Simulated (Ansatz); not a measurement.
# TiO2 (P1) in Ansatz: relaxation of the atoms with PBE

Aim: the relaxation of the atoms of TiO2 with PBE.

Everything below comes from runs of Ansatz 0.2.0. Logs are shortened: lines on timing, memory, paths and dates and some standing lists are left out, and cuts for length are marked.

## 1. The cell of the first run

The typed cell holds 9 atoms: a = 2.909 Å, b = 4.708 Å, c = 7.235 Å, α = 88.08°, β = 78.41°, γ = 90.00°.

The cell comes from a database or a generator and needn't be the stable form of this composition.

## 2. Relaxation of the atoms, PBE (strained by -2 %)

Contents of input.yaml:

```yaml
crystal:
  lattice:
    - [2.9088992554, 0.0, 0.0]
    - [0.0002039217, 4.7076067549, 0.0]
    - [1.4538982287, 0.242353462, 7.0834647979]
  atoms:
    - { symbol: Ti, position: [0.00337187, 0.00038881, 0.00070319] }
    - { symbol: Ti, position: [0.34464021, 0.48025965, 0.31695987] }
    - { symbol: Ti, position: [0.66170814, 0.52047436, 0.68449636] }
    - { symbol: O, position: [0.44003816, 0.18543769, 0.1285388] }
    - { symbol: O, position: [0.77792634, 0.29772875, 0.45187807] }
    - { symbol: O, position: [0.10123624, 0.30895342, 0.80624322] }
    - { symbol: O, position: [0.90649721, 0.69183699, 0.19517157] }
    - { symbol: O, position: [0.22940715, 0.70300728, 0.54951473] }
    - { symbol: O, position: [0.56802567, 0.81530006, 0.87282718] }
hamiltonian:
  xc: pbe
  pseudopotentials: { kind: paw }
kpoints:
  mp_grid: { grid: [7, 5, 3] }
scf:
  occupations: { method: fermi_dirac, width: 0.05 }
output:
  forces: true
  stress: true
  eigenvalues: true
relax:
  f_tol: 0.01
  max_steps: 40
```

Potentials or basis: Ansatz PAW.

Command:

```
$ ansatz run input.yaml --threads 4 --pin off --max-ram 11264MiB --backend cpu --events-out ev --progress --plain --runs-dir out
```

The log of the run:

```text
Warning: output.stress: scf.convergence.dr2_threshold = 1e-7 eV (the SCF's general default) is looser than the 9e-10 eV advised for a printed stress (1e-10 eV for each atom of the cell: 9). What an SCF threshold leaves in a stress goes as its square root, and in the free energy as the threshold itself, and one threshold admits the most on a small cell: of the crystals measured, under no hybrid functional and no lock of the moments, on runs that ended without the residual-converged pass, on stresses that held no estimate of that error, the worst erred by over 100 MPa in a component at 1e-7 eV an atom and by under 5 at 1e-10. Every solve of this run answers to scf.convergence.dr2_threshold, and the tensor of one is reported: a single SCF on the reported geometry and on this run's grids (its basis.xc_grid and basis.ecutrho_ratio typed), with scf.convergence.dr2_threshold at 9e-10 eV or tighter, prints it and tightens no other solve. Else set scf.convergence.dr2_threshold to 9e-10 eV or tighter. The threshold is an SCF's pass mark: one that does not reach it within its budget of iterations ends unconverged, or closes short of it on a stop that the run arms, and scf.convergence.dr2_threshold's page says what that costs each kind of run
Warning: RAYON_NUM_THREADS=4 ignored (pool sized by the plan → 4); use --threads N
Engine: ansatz 0.2.0, aarch64-unknown-linux-gnu
Pseudopotentials: kind: paw
Pseudopotential: Ti, paw, valence charge 12, recommended cutoff 420 eV (normal), Ti.paw.azcp
Pseudopotential: O, paw, valence charge 6, recommended cutoff 420 eV (normal), O.paw.azcp
Functional definition: PBE
  parameter kappa = 0.804
  parameter beta = 0.06672455060314922
  exchange = pbe_x(kappa = kappa, mu = beta*pi^2/3)
  correlation = pbe_c(beta = beta)
Crystal: 9 atoms, lattice volume = 97.001 Å³
Basis set: ecut = 420 eV, 1887 PW (Γ), exchange–correlation on 40×64×100 points (8 copies of the dense FFT grid, shifted against one another)
Bands: 45, of which v1, the nominal top of the filled ones, is band 36 counted from 1 (35 counted from 0)
Symmetry: 1 space group operations
Space group: P1 (ITA 1), of the structure as read, at distance tolerance 4.6e-5 Å
k-points: 53 of 105 (time reversal used)
Non-local potential: Ti, projectors of the file, l = 0: 3, l = 1: 2, l = 2: 3, l = 3: 1
Non-local potential: O, projectors of the file, l = 0: 2, l = 1: 2, l = 2: 1
PAW form: soft (Blöchl's): semilocal exchange-correlation on the pseudo side does not see the compensation charge
PAW one-centre angular grid: Ti, 590 points (default); XC on 64 Gauss nodes
PAW one-centre angular grid: O, 110 points (default); XC on 64 Gauss nodes
Initial density: superposition of atomic densities (neutral atoms: chi_scale 0, normalization atom), corrected by the library's trained network
Initial wavefunctions: pseudopotential atomic-orbital guess
Functional: x = pbe(κ = 0.804, μ = 0.2195149727645171), c = pbe(β = 0.06672455060314922)
SCF iter   1: F=—  HF=-10915.644693 eV  |F-HF|=—  |Δ(HF+E_count)|=         —  Δρ=3.52e-3  dr2=9.18e-3  ethr=1.77e-3  ⟨swp⟩=5.2  Hψ=9393  notcnv=0
preconditioner: auto → Resta (q_TF=auto, 2.596 Å⁻¹)  ε∞=8.4  [insulator: Δε(μ)=2.359 eV  Ē_g=9.581 eV  σ=0.050 eV  W_gap=1.00  n_scr=30 (ndim 8)  ℏωp=26.1 eV  f_vac=0.075  D(μ)=0.00/eV (n_scr^D=0)  ε∞_Penn≈8.4]
SCF iter   2: F=—  HF=-10915.645065 eV  |F-HF|=—  |Δ(HF+E_count)|=   3.73e-4  Δρ=1.96e-3  dr2=1.92e-3  ethr=1.27e-5  ⟨swp⟩=2.5  Hψ=3979  notcnv=0
SCF iter   3: F=—  HF=-10915.645367 eV  |F-HF|=—  |Δ(HF+E_count)|=   3.02e-4  Δρ=9.76e-4  dr2=6.42e-4  ethr=2.67e-6  ⟨swp⟩=2.0  Hψ=3218  notcnv=0
SCF iter   4: F=—  HF=-10915.645537 eV  |F-HF|=—  |Δ(HF+E_count)|=   1.70e-4  Δρ=2.28e-4  dr2=6.58e-5  ethr=8.92e-7  ⟨swp⟩=2.0  Hψ=3144  notcnv=0
SCF iter   5: F=—  HF=-10915.645546 eV  |F-HF|=—  |Δ(HF+E_count)|=   8.59e-6  Δρ=1.23e-4  dr2=1.42e-5  ethr=9.14e-8  ⟨swp⟩=2.0  Hψ=3203  notcnv=0
SCF iter   6: F=—  HF=-10915.645550 eV  |F-HF|=—  |Δ(HF+E_count)|=   4.56e-6  Δρ=5.35e-5  dr2=3.37e-6  ethr=1.97e-8  ⟨swp⟩=2.0  Hψ=3232  notcnv=0
SCF iter   7: F=-10915.645551 eV  HF=-10915.645551 eV  |F-HF|=8.27e-8  |Δ(HF+E_count)|=   5.84e-7  Δρ=2.03e-5  dr2=4.68e-7  ethr=3.47e-9  ⟨swp⟩=7.9  Hψ=9293  notcnv=0
SCF 1 converged in 7 iterations: F = -10915.645551 eV  dr2 = 4.68e-7
relax step   1: F+E_penalty+E_count = -10915.64555081 eV  Δ(F+E_penalty+E_count) = +0.000e0 eV  max|allowed force component| = 3.988e-1 eV/Å  Δτ_max = 0.0000 Å  (7 SCF iters, dr2 threshold 2.50e-6 eV, accepted)
Initial density: handed on by an earlier stage of this run
Initial wavefunctions: those handed on with the density
iter 1 solved again at ethr=3.95e-6 eV; its pass at ethr=3.10e-3 eV (dr2=2.84e-3 eV) is discarded
SCF iter   1: F=—  HF=-10915.657381 eV  |F-HF|=—  |Δ(HF+E_count)|=         —  Δρ=2.18e-3  dr2=2.95e-3  ethr=3.95e-6  ⟨swp⟩=2.0  Hψ=7149  notcnv=0  defer=117
preconditioner: auto → Resta (q_TF=auto, 2.596 Å⁻¹)  ε∞=8.5  [insulator: Δε(μ)=2.347 eV  Ē_g=9.560 eV  σ=0.050 eV  W_gap=1.00  n_scr=30 (ndim 8)  ℏωp=26.1 eV  f_vac=0.073  D(μ)=0.00/eV (n_scr^D=0)  ε∞_Penn≈8.5]
SCF iter   2: F=—  HF=-10915.657064 eV  |F-HF|=—  |Δ(HF+E_count)|=   3.17e-4  Δρ=1.11e-3  dr2=8.20e-4  ethr=3.95e-6  ⟨swp⟩=2.0  Hψ=3295  notcnv=0  defer=117
SCF iter   3: F=—  HF=-10915.657004 eV  |F-HF|=—  |Δ(HF+E_count)|=   5.98e-5  Δρ=6.14e-4  dr2=2.23e-4  ethr=1.14e-6  ⟨swp⟩=2.0  Hψ=3146  notcnv=0  defer=117
SCF iter   4: F=—  HF=-10915.656992 eV  |F-HF|=—  |Δ(HF+E_count)|=   1.18e-5  Δρ=1.31e-4  dr2=1.63e-5  ethr=3.10e-7  ⟨swp⟩=2.0  Hψ=3344  notcnv=0  defer=117
SCF iter   5: F=-10915.656992 eV  HF=-10915.656993 eV  |F-HF|=8.64e-7  |Δ(HF+E_count)|=   2.86e-7  Δρ=6.46e-5  dr2=3.57e-6  ethr=1.38e-8  ⟨swp⟩=9.8  Hψ=10254  notcnv=0
SCF 2 converged in 5 iterations: F = -10915.656992 eV  dr2 = 3.57e-6
relax step   2: F+E_penalty+E_count = -10915.65699179 eV  Δ(F+E_penalty+E_count) = -1.144e-2 eV  max|allowed force component| = 1.226e-1 eV/Å  Δτ_max = 0.0238 Å  (5 SCF iters, dr2 threshold 9.94e-6 eV, accepted)
SCF iter   1: F=—  HF=-10915.658727 eV  |F-HF|=—  |Δ(HF+E_count)|=         —  Δρ=9.22e-4  dr2=6.36e-4  ethr=6.04e-6  ⟨swp⟩=2.0  Hψ=4856  notcnv=0  defer=114
preconditioner: auto → Resta (q_TF=auto, 2.596 Å⁻¹)  ε∞=8.5  [insulator: Δε(μ)=2.355 eV  Ē_g=9.560 eV  σ=0.050 eV  W_gap=1.00  n_scr=30 (ndim 8)  ℏωp=26.1 eV  f_vac=0.072  D(μ)=0.00/eV (n_scr^D=0)  ε∞_Penn≈8.5]
SCF iter   2: F=—  HF=-10915.658589 eV  |F-HF|=—  |Δ(HF+E_count)|=   1.38e-4  Δρ=4.82e-4  dr2=2.34e-4  ethr=8.83e-7  ⟨swp⟩=1.2  Hψ=2839  notcnv=0  defer=114
SCF iter   3: F=—  HF=-10915.658549 eV  |F-HF|=—  |Δ(HF+E_count)|=   3.99e-5  Δρ=3.41e-4  dr2=9.71e-5  ethr=3.26e-7  ⟨swp⟩=2.0  Hψ=3197  notcnv=0  defer=114
SCF iter   4: F=—  HF=-10915.658530 eV  |F-HF|=—  |Δ(HF+E_count)|=   1.90e-5  Δρ=7.47e-5  dr2=7.05e-6  ethr=1.35e-7  ⟨swp⟩=2.0  Hψ=3395  notcnv=0  defer=114
SCF iter   5: F=—  HF=-10915.658531 eV  |F-HF|=—  |Δ(HF+E_count)|=   2.32e-7  Δρ=5.73e-5  dr2=3.34e-6  ethr=9.79e-9  ⟨swp⟩=2.0  Hψ=3367  notcnv=0  defer=114
SCF iter   6: F=-10915.658530 eV  HF=-10915.658530 eV  |F-HF|=7.86e-8  |Δ(HF+E_count)|=   2.99e-7  Δρ=1.93e-5  dr2=3.91e-7  ethr=1.30e-9  ⟨swp⟩=7.8  Hψ=10207  notcnv=0
SCF 3 converged in 6 iterations: F = -10915.658530 eV  dr2 = 3.91e-7
relax step   3: F+E_penalty+E_count = -10915.65853028 eV  Δ(F+E_penalty+E_count) = -1.538e-3 eV  max|allowed force component| = 5.107e-2 eV/Å  Δτ_max = 0.0083 Å  (6 SCF iters, dr2 threshold 9.39e-7 eV, accepted)
SCF iter   1: F=—  HF=-10915.658688 eV  |F-HF|=—  |Δ(HF+E_count)|=         —  Δρ=2.91e-4  dr2=1.15e-4  ethr=1.12e-6  ⟨swp⟩=2.0  Hψ=4358  notcnv=0  defer=11
preconditioner: auto → Resta (q_TF=auto, 2.596 Å⁻¹)  ε∞=8.5  [insulator: Δε(μ)=2.350 eV  Ē_g=9.560 eV  σ=0.050 eV  W_gap=1.00  n_scr=30 (ndim 8)  ℏωp=26.1 eV  f_vac=0.072  D(μ)=0.00/eV (n_scr^D=0)  ε∞_Penn≈8.5]
SCF iter   2: F=—  HF=-10915.658648 eV  |F-HF|=—  |Δ(HF+E_count)|=   3.99e-5  Δρ=1.56e-4  dr2=2.60e-5  ethr=1.59e-7  ⟨swp⟩=1.0  Hψ=2809  notcnv=0  defer=13
SCF iter   3: F=—  HF=-10915.658643 eV  |F-HF|=—  |Δ(HF+E_count)|=   4.45e-6  Δρ=9.47e-5  dr2=9.20e-6  ethr=3.61e-8  ⟨swp⟩=2.0  Hψ=3165  notcnv=0  defer=13
SCF iter   4: F=—  HF=-10915.658642 eV  |F-HF|=—  |Δ(HF+E_count)|=   1.48e-6  Δρ=3.29e-5  dr2=1.41e-6  ethr=1.28e-8  ⟨swp⟩=2.0  Hψ=3335  notcnv=0  defer=13
SCF iter   5: F=-10915.658642 eV  HF=-10915.658642 eV  |F-HF|=6.74e-9  |Δ(HF+E_count)|=   1.21e-7  Δρ=1.36e-5  dr2=2.01e-7  ethr=3.42e-10  ⟨swp⟩=6.4  Hψ=9775  notcnv=0
SCF 4 converged in 5 iterations: F = -10915.658642 eV  dr2 = 2.01e-7
relax step   4: F+E_penalty+E_count = -10915.65864189 eV  Δ(F+E_penalty+E_count) = -1.116e-4 eV  max|allowed force component| = 1.556e-2 eV/Å  Δτ_max = 0.0034 Å  (5 SCF iters, dr2 threshold 2.46e-7 eV, accepted)
SCF iter   1: F=—  HF=-10915.658690 eV  |F-HF|=—  |Δ(HF+E_count)|=         —  Δρ=8.68e-5  dr2=1.64e-5  ethr=8.58e-8  ⟨swp⟩=2.0  Hψ=4304  notcnv=0
preconditioner: auto → Resta (q_TF=auto, 2.596 Å⁻¹)  ε∞=8.5  [insulator: Δε(μ)=2.351 eV  Ē_g=9.560 eV  σ=0.050 eV  W_gap=1.00  n_scr=30 (ndim 8)  ℏωp=26.1 eV  f_vac=0.072  D(μ)=0.00/eV (n_scr^D=0)  ε∞_Penn≈8.5]
SCF iter   2: F=—  HF=-10915.658667 eV  |F-HF|=—  |Δ(HF+E_count)|=   2.32e-5  Δρ=3.74e-5  dr2=1.68e-6  ethr=2.28e-8  ⟨swp⟩=1.0  Hψ=2809  notcnv=0
SCF iter   3: F=—  HF=-10915.658667 eV  |F-HF|=—  |Δ(HF+E_count)|=   3.48e-7  Δρ=1.80e-5  dr2=4.02e-7  ethr=2.33e-9  ⟨swp⟩=2.0  Hψ=3207  notcnv=0
SCF iter   4: F=—  HF=-10915.658667 eV  |F-HF|=—  |Δ(HF+E_count)|=   6.70e-8  Δρ=9.92e-6  dr2=1.02e-7  ethr=1.39e-10  ⟨swp⟩=6.8  Hψ=8575  notcnv=0
SCF iter   5: F=-10915.658667 eV  HF=-10915.658667 eV  |F-HF|=8.35e-10  |Δ(HF+E_count)|=   1.80e-8  Δρ=2.48e-6  dr2=4.33e-9  ethr=1.39e-10  ⟨swp⟩=4.0  Hψ=7567  notcnv=0
SCF 5 converged in 5 iterations: F = -10915.658667 eV  dr2 = 4.33e-9
relax step   5: F+E_penalty+E_count = -10915.65866654 eV  Δ(F+E_penalty+E_count) = -2.465e-5 eV  max|allowed force component| = 2.773e-3 eV/Å  Δτ_max = 0.0006 Å  (5 SCF iters, accepted)
SCF converged after 5 iterations
Free energy (F): -10915.658667 eV
Harris-Foulkes:  -10915.658667 eV  (|F-HF|=8.35e-10)
Internal energy: -10915.658667 eV  (E = F + TS)
E sigma→0 (E₀):  -10915.658667 eV
Fermi energy:    9.316088 eV
--- Per-component energies (eV) ---
  E_band       = -632.893502
  E_kinetic    = 1874.150931
  E_local      = -5156.793996  (includes V_loc(G=0)·N_el)
  E_nonlocal   = 295.127746
  E_hartree    = 2003.202284
  E_xc         = -740.129145
  E_vxc        = -937.430753  (∫ρ·V_xc dr)
  E_paw        = -4083.485233  (= ΣΔE_a)
  E_vpaw       = -714.367696  (= ΣTr[D̂ρ^β])
  E_aug_tail   = 0.015370  (compensation charges beyond the density's cutoff)
  E_ewald      = -5107.746624
  E_smearing   = -0.000000  (= −TS)
  E_closure    = 0.000000  (closes the sum)
  Σ components = -10915.658667   (vs F -10915.658667, Δ=0.00e0)
--- Forces (eV/Å), atoms counted from 1 ---
  atom   1  Ti     0.00073317    -0.00003684    -0.00008360
  atom   2  Ti     0.00039431     0.00030870     0.00277270
  atom   3  Ti     0.00006144    -0.00025811    -0.00275701
  atom   4  O     -0.00036459    -0.00064208    -0.00102896
  atom   5  O     -0.00006317    -0.00006324    -0.00044806
  atom   6  O     -0.00009640    -0.00117185     0.00233276
  atom   7  O     -0.00015760     0.00108890    -0.00229128
  atom   8  O     -0.00004866     0.00004703     0.00039430
  atom   9  O     -0.00044934     0.00072792     0.00110843
  max |Σ_I F_I| component: 9.16e-6 eV/Å
--- Stress (GPa, compression-positive) ---
       11.996525      -0.002911       0.008995
       -0.002911       5.330104       0.255433
        0.008995       0.255432       6.339159
  P = ⅓ Tr σ = 7.8886 GPa (78.886 kbar)
--- Band table (eV; the first three rows and the last of 53) ---
  k-point 0: bands = ["-48.3842", "-48.2451", "-48.2068", "-24.7047", "-24.6937", "-24.6223", "-24.4901", "-24.4822", "-24.4456", "-24.3686", "-24.3339", "-24.2774", "-9.7398", "-8.7632", "-8.6784", "-8.1690", "-8.1233", "-7.8144", "3.1457", "3.3774", "3.7336", "3.8557", "4.5852", "4.6607", "4.9139", "4.9450", "5.0092", "5.5233", "6.0510", "6.6734", "6.7093", "7.2377", "7.8150", "7.8251", "7.9221", "8.1245", "10.4865", "10.9857", "11.0032", "11.1011", "11.4371", "11.4646", "11.7333", "12.0680", "12.8970"]
  k-point 1: bands = ["-48.3842", "-48.2453", "-48.2067", "-24.7337", "-24.6719", "-24.5979", "-24.5119", "-24.4824", "-24.4304", "-24.3795", "-24.3332", "-24.2779", "-9.5749", "-9.1424", "-8.6342", "-8.1110", "-7.9514", "-7.8648", "2.9060", "3.4072", "3.6153", "4.1160", "4.4310", "4.6027", "4.6464", "4.9770", "5.5972", "5.8773", "6.1923", "6.6422", "6.9714", "7.0411", "7.4483", "7.5487", "7.7287", "8.1368", "10.5961", "10.9405", "11.0270", "11.2429", "11.3205", "11.3411", "11.6537", "12.3145", "12.8956"]
  k-point 2: bands = ["-48.3841", "-48.2452", "-48.2068", "-24.7304", "-24.6713", "-24.6155", "-24.4989", "-24.4819", "-24.4387", "-24.3721", "-24.3339", "-24.2777", "-9.6390", "-8.8469", "-8.7153", "-8.1554", "-8.0615", "-7.8866", "3.1135", "3.4005", "3.7076", "3.9339", "4.6013", "4.6480", "4.9041", "4.9695", "5.2145", "5.7117", "6.2440", "6.6601", "6.8475", "7.0108", "7.4786", "7.6494", "7.6988", "7.9508", "10.5345", "10.9185", "11.0584", "11.1068", "11.4445", "11.6553", "11.6808", "12.1104", "12.8488"]
  k-point 52: bands = ["-48.3373", "-48.1835", "-48.1749", "-24.9744", "-24.8360", "-24.8310", "-24.5618", "-24.5571", "-24.4649", "-24.4245", "-24.3842", "-24.3835", "-8.7197", "-8.6515", "-8.4073", "-8.1970", "-8.0710", "-7.9597", "3.5093", "3.6436", "4.0002", "4.1414", "4.3544", "4.5731", "4.6770", "5.0809", "5.2873", "5.8256", "6.0238", "6.1623", "6.4400", "6.5279", "6.7532", "6.9451", "7.1922", "7.4329", "10.7430", "10.9298", "11.4645", "11.7182", "11.7530", "11.9898", "12.0451", "12.2158", "12.3423"]
--- Relaxed structure (5 steps of the walk, 5 accepted, 0 SCFs on fresh bases) ---
  F+E_penalty+E_count = -10915.65866654 eV   max|allowed force component| = 2.773e-3 eV/Å
  atoms:
    - { symbol: Ti, position: [0.0034986911404003103, 0.0003762273179733414, 0.0007043565251950184] }
    - { symbol: Ti, position: [0.3448545944401356, 0.48022718654932156, 0.3181809745824984] }
    - { symbol: Ti, position: [0.6624242504732489, 0.5205253439525933, 0.683227331957412] }
    - { symbol: O, position: [0.4395769971396071, 0.1867665808036359, 0.128919181362027] }
    - { symbol: O, position: [0.7772252076505028, 0.29229685411120465, 0.45364067505805095] }
    - { symbol: O, position: [0.10162866277293953, 0.30748726617823186, 0.8048604635326612] }
    - { symbol: O, position: [0.9057380472791271, 0.6932665098658164, 0.1965466266113486] }
    - { symbol: O, position: [0.23012337121803728, 0.7084556050925901, 0.5477662277301624] }
    - { symbol: O, position: [0.5677811678860023, 0.8139854361286328, 0.872487152640644] }
```

Wall time 32 s (4 threads of Arm Neoverse V1, shared host); peak memory 0.5 GiB.

Results:

```yaml
Free_energy: -10915.6587 eV
Energy_gained_by_relaxing: 1.5 meV/atom
Ionic_steps: 5
Pressure_after_relaxing: 7.9 GPa
Band_gap_on_the_k_mesh: 2.35 eV, indirect (least direct gap 2.36 eV)
```

Forces in eV/Å, atoms in the order of the input:
```
Ti   0.001  0.000  0.000
Ti   0.000  0.000  0.003
Ti   0.000  0.000 -0.003
O    0.000 -0.001 -0.001
O    0.000  0.000  0.000
O    0.000 -0.001  0.002
O    0.000  0.001 -0.002
O    0.000  0.000  0.000
O    0.000  0.001  0.001
```

The path:
```tsv
step	energy change (eV)	largest force (eV/Å)
1	0.0000	0.4144
2	-0.0114	0.1285
3	-0.0130	0.0528
4	-0.0131	0.0203
5	-0.0131	0.0028
```

Final structure:
```cif
data_structure
_symmetry_space_group_name_H-M 'P 1'
_symmetry_Int_Tables_number 1
_cell_length_a 2.9089
_cell_length_b 4.7076
_cell_length_c 7.2352
_cell_angle_alpha 88.080
_cell_angle_beta 78.408
_cell_angle_gamma 89.998
_cell_volume 97.00
loop_
_atom_site_label
_atom_site_type_symbol
_atom_site_fract_x
_atom_site_fract_y
_atom_site_fract_z
_atom_site_occupancy
Ti1 Ti 0.00350 0.00038 0.00070 1
Ti2 Ti 0.34485 0.48023 0.31818 1
Ti3 Ti 0.66242 0.52053 0.68323 1
O1 O 0.43958 0.18677 0.12892 1
O2 O 0.77723 0.29230 0.45364 1
O3 O 0.10163 0.30749 0.80486 1
O4 O 0.90574 0.69327 0.19655 1
O5 O 0.23012 0.70846 0.54777 1
O6 O 0.56778 0.81399 0.87249 1
```

Caveat: odd divisions of the mesh miss points on the zone boundary, where band edges often lie, so the gap on the mesh can be too wide; the pressure holds a Pulay correction of +0.7 GPa for the finite cutoff; the thresholds are loose for stress. A k mesh can miss the band edges.
